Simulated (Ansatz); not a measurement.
Crystal: ZnF2.

```
CELL_PARAMETERS angstrom
4.70480 0.00000 0.00000
0.00000 4.70480 0.00000
0.00000 0.00000 3.13380
ATOMIC_POSITIONS crystal
Zn 0.50000 0.50000 0.50000
Zn 0.00000 0.00000 0.00000
F 0.80240 0.19760 0.50000
F 0.69760 0.69760 0.00000
F 0.19760 0.80240 0.50000
F 0.30240 0.30240 0.00000
```

Program: Ansatz 0.2.0. Alike in all runs: task band structure; potentials or basis Ansatz PAW; no spin polarisation; cell as given; smearing fermi-dirac 0.05 eV.

**Question.** Order these runs on this cell by their band gap on the k mesh, lowest first.
A. level PBE; k mesh 6 × 6 × 9; cutoff (eV) 420; points for each segment of the path 14
B. level PBE0; k mesh 4 × 4 × 6; cutoff (eV) 420; points for each segment of the path 4
C. level r2SCAN; k mesh 6 × 6 × 9; cutoff (eV) 500; points for each segment of the path 14
D. level LDA; k mesh 6 × 6 × 9; cutoff (eV) 420; points for each segment of the path 14
E. level HSE06; k mesh 4 × 4 × 6; cutoff (eV) 420; points for each segment of the path 4

**Answer.** D (3.34 eV), A (3.55 eV), C (4.25 eV), E (6.14 eV), B (6.88 eV).

A k mesh can miss the band edges.

Not every run made on this cell is shown here.
